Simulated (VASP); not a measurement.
Wanted: the native input for a VASP 6.6.1 run.

```yaml
Task: band structure
Functional: HSE03
Potentials_or_basis: VASP PAW PBE potentials, release 64 (K_sv, Cl)
Cutoff: 520 eV
k_mesh: 6 × 6 × 6
Occupations: gaussian, width 0.02 eV
Spin: no spin polarisation
Ladder: free
Grid_for_exact_exchange_PRECFOCK: Fast
Further_INCAR_settings: ALGO = Normal; EDIFF = 1e-07; NBANDS = 15
```

The system is KCl (Sylvite).

```
K Cl
1.0
     0.00000    3.14647    3.14647
     3.14647    0.00000    3.14647
     3.14647    3.14647    0.00000
K Cl
1 1
Direct
  0.00000 0.00000 0.00000
  0.50000 0.50000 0.50000
```

The input as run:

POSCAR

```
KCl
1.0
    0.0000000000      3.1464700000      3.1464700000
    3.1464700000      0.0000000000      3.1464700000
    3.1464700000      3.1464700000      0.0000000000
K Cl
1 1
Direct
    0.0000000000      0.0000000000      0.0000000000
    0.5000000000      0.5000000000      0.5000000000
```

INCAR.step1

```
PREC = Accurate
ENCUT = 520
EDIFF = 1E-5
ISMEAR = 0
SIGMA = 0.02
LREAL = False
LASPH = True
NELM = 60
ALGO = Normal
ISIF = 2
LWAVE = True
LCHARG = False
NBANDS = 15
GGA = PE
KPAR = 4
```

INCAR.step2

```
PREC = Accurate
ENCUT = 520
EDIFF = 1E-7
ISMEAR = 0
SIGMA = 0.02
LREAL = False
LASPH = True
NELM = 60
ALGO = Normal
ISIF = 2
LWAVE = False
LCHARG = False
GGA = PE
LHFCALC = True
HFSCREEN = 0.3
PRECFOCK = Fast
NBANDS = 15
ISTART = 1
KPAR = 4
```

KPOINTS

```
regular mesh
0
Gamma
  6 6 6
```

KPOINTS_OPT

```
path GXWKGLUWLK,UX
12
line-mode
reciprocal
 0.0000000000  0.0000000000  0.0000000000  G
 0.5000000000  0.0000000000  0.5000000000  X

 0.5000000000  0.0000000000  0.5000000000  X
 0.5000000000  0.2500000000  0.7500000000  W

 0.5000000000  0.2500000000  0.7500000000  W
 0.3750000000  0.3750000000  0.7500000000  K

 0.3750000000  0.3750000000  0.7500000000  K
 0.0000000000  0.0000000000  0.0000000000  G

 0.0000000000  0.0000000000  0.0000000000  G
 0.5000000000  0.5000000000  0.5000000000  L

 0.5000000000  0.5000000000  0.5000000000  L
 0.6250000000  0.2500000000  0.6250000000  U

 0.6250000000  0.2500000000  0.6250000000  U
 0.5000000000  0.2500000000  0.7500000000  W

 0.5000000000  0.2500000000  0.7500000000  W
 0.5000000000  0.5000000000  0.5000000000  L

 0.5000000000  0.5000000000  0.5000000000  L
 0.3750000000  0.3750000000  0.7500000000  K

 0.6250000000  0.2500000000  0.6250000000  U
 0.5000000000  0.0000000000  0.5000000000  X
```

Potentials or basis: VASP PAW PBE potentials, release 64 (K_sv, Cl).

Launch:

```sh
$ cat potpaw_PBE.64/K_sv/POTCAR potpaw_PBE.64/Cl/POTCAR > POTCAR
$ cp INCAR.step1 INCAR
$ mpirun -np 4 vasp_std > vasp.out
$ cp INCAR.step2 INCAR
$ mpirun -np 4 vasp_std > vasp.out
```

Results of the run:

```json
{
 "Pressure": "0.5 GPa",
 "Band gap on the k mesh": "6.25 eV, direct",
 "Band gap along the path": "6.25 eV, direct"
}
```

Caveat: the PAW data sets were made with another functional, which shifts forces and pressure a little.

Wall time 49 min on 4 MPI ranks on Intel(R) Xeon(R) Platinum 8259CL CPU @ 2.50GHz (Skylake/Cascade Lake), with other jobs on the host, peak memory 0.43 GiB a rank.
